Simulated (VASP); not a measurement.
Wanted: the native input for a VASP 6.6.1 run.

```
Task                   : single point
Functional             : PBEsol
Potentials or basis    : VASP PAW PBE potentials, release 64 (Ti_sv, Se)
Cutoff                 : 520 eV
k mesh                 : 6 × 6 × 6
Occupations            : gaussian, width 0.05 eV
Spin                   : collinear spin, zero start
Starting moments       : [0.0, 0.0] μB
Hubbard terms          : Ti d U = 8 eV
Further INCAR settings : ALGO = Normal; EDIFF = 1e-06
```

The structure of TiSe lies in POSCAR:

```
TiSe
1.0
    3.4034008100      0.0000000000      0.0000000000
    0.0000000000      3.4034008100      0.0000000000
    0.0000000000      0.0000000000      3.4034008100
Ti Se
1 1
Direct
    0.0000000000      0.0000000000      0.0000000000
    0.5000000000      0.5000000000      0.5000000000
```

The cell comes from a database or a generator and needn't be the stable form of this composition.

The input as run:

INCAR

```
ALGO     = Normal         # electronic algorithm
EDIFF    = 1E-6           # SCF threshold, eV
ENCUT    = 520            # plane-wave cutoff, eV
GGA      = PS             # functional
ISIF     = 2              # what is computed and relaxed
ISMEAR   = 0              # smearing method
ISPIN    = 2              # spin polarisation
LASPH    = True           # aspherical terms in the spheres
LCHARG   = False          # write CHGCAR
LDAU     = True           # DFT+U
LDAUJ    = 0 0          
LDAUL    = 2 -1           # shell
LDAUPRINT= 1            
LDAUTYPE = 2            
LDAUU    = 8 0            # U, eV
LMAXMIX  = 4              # l up to which the mixer works
LORBIT   = 11             # projections on sites
LREAL    = False          # projectors in reciprocal space
LWAVE    = False          # write WAVECAR
MAGMOM   = 0 0            # initial moments
NELM     = 60             # most SCF steps
PREC     = Accurate       # precision mode
SIGMA    = 0.05           # smearing width, eV
```

KPOINTS

```
k-points
0
Gamma
  6 6 6
```

Potentials or basis: VASP PAW PBE potentials, release 64 (Ti_sv, Se).

Run with:

```console
$ cat potpaw_PBE.64/Ti_sv/POTCAR potpaw_PBE.64/Se/POTCAR > POTCAR
$ mpirun -np 1 vasp_std > vasp.out
```

Results of the run:

The pressure is -10.8 GPa and the band gap on the k mesh is none (metal or under the smearing width). The net moment is 0.00 μB per cell and the valence electrons inside the program's atomic spheres are Ti 9.83; Se 3.86.

Caveat: the PAW data sets were made with another functional, which shifts forces and pressure a little.

It took 29 s on 1 thread of Intel(R) Xeon(R) Platinum 8488C (Sapphire Rapids), with other jobs on the host, peak memory 0.18 GiB.
